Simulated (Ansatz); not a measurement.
## AlN: energy along a strain

AlN, P6_3mc, a = 3.111 Å, c = 4.978 Å (as given, not relaxed at this level: -0.6 GPa, forces to 0.19 eV/Å). Ansatz: r2SCAN, PAW, 500 eV, Γ-centred 12×12×6 mesh on 4 atoms, Gaussian smearing 0.05 eV; no spin polarisation. Cell vectors (Å): 3.111 0.000 0.000; -1.556 2.694 0.000; 0.000 0.000 4.978. The cell is strained by x per cent times the pattern (0 0 0 1 0 0) in the order xx yy zz yz xz xy (engineering shears), with fractional coordinates held. y is the free energy over the start, V0 = 10.431 Å³/atom. Symmetry makes y even in x. Points with a strain past 8.5 % were computed too (2) and aren't used here.

```tsv
x (%)	y (meV/atom)
-5.00	11.15
0.00	0.00
1.25	0.70
2.50	2.79
3.75	6.27
6.25	17.43
7.50	?
```

Q: Fit y = c2 x² + c4 x⁴ to the other rows, get the stiffness along the pattern, and predict the missing energy.

A: Least squares on the rows shown. y = 0.44581 x² + 9.7982×10⁻⁶ x⁴. The clamped-ion stiffness p·C·p = 2 × 4.458 eV × 160.2 / 10.431 Å³ = 137 GPa, which is C44 in these axes (second derivative at the start, which stands under stress). At x = 7.50 the fit asked for gives 25.11 meV/atom. The run gave 25.10 meV/atom, so the fit is 0.01 meV/atom too high, a small miss on the scale of the series.